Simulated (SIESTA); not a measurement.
The system is ZnS (Wurtzite-6H).

```
Zn S
1.0
     3.81200    0.00000    0.00000
    -1.90600    3.30129    0.00000
     0.00000    0.00000   18.68999
Zn S
6 6
Direct
  0.33333 0.66667 0.83333
  0.66667 0.33333 0.33333
  0.66667 0.33333 0.66667
  0.33333 0.66667 0.16667
  0.00000 0.00000 0.50000
  0.00000 0.00000 0.00000
  0.33333 0.66667 0.95833
  0.66667 0.33333 0.45833
  0.66667 0.33333 0.79167
  0.33333 0.66667 0.29167
  0.00000 0.00000 0.62500
  0.00000 0.00000 0.12500
```

Base run:

| Item | Value |
| --- | --- |
| Program | SIESTA 5.4.2 |
| Functional | AM05 |
| Potentials or basis | PseudoDojo 0.4 standard (PBEsol files) |
| Basis | DZP (energy shift 0.002 Ry) |
| Grid cutoff | 800 Ry |
| Energy shift | 0.002 Ry |
| k mesh | 8 × 8 × 2 |
| Occupations | fermi-dirac, width 0.05 eV |
| Spin | no spin polarisation |

Its results: band gap on the k mesh 2.76 eV, direct; pressure 0.8 GPa; largest force 0.034 eV/Å.

Problem. The run is repeated on the same cell with these changes: functional from AM05 to PBEsol. What comes out?

Solution. Band gap on the k mesh 2.68 eV, direct; pressure 0.5 GPa; largest force 0.035 eV/Å.

Caveats: semicore shells carry a single zeta, which can move pressures by several GPa and volumes by a few percent; the valence orbitals were made in a potential fitted to the semicore shell under them, which widens gaps by tenths of an eV or more; the cell's inner coordinates are idealised or old, which leaves forces on the atoms; the basis of atomic orbitals isn't converged, which shifts pressures, moduli and gaps; the potentials were made for another functional, which shifts forces and pressure (some runs).

Not every run made on this cell is shown here.
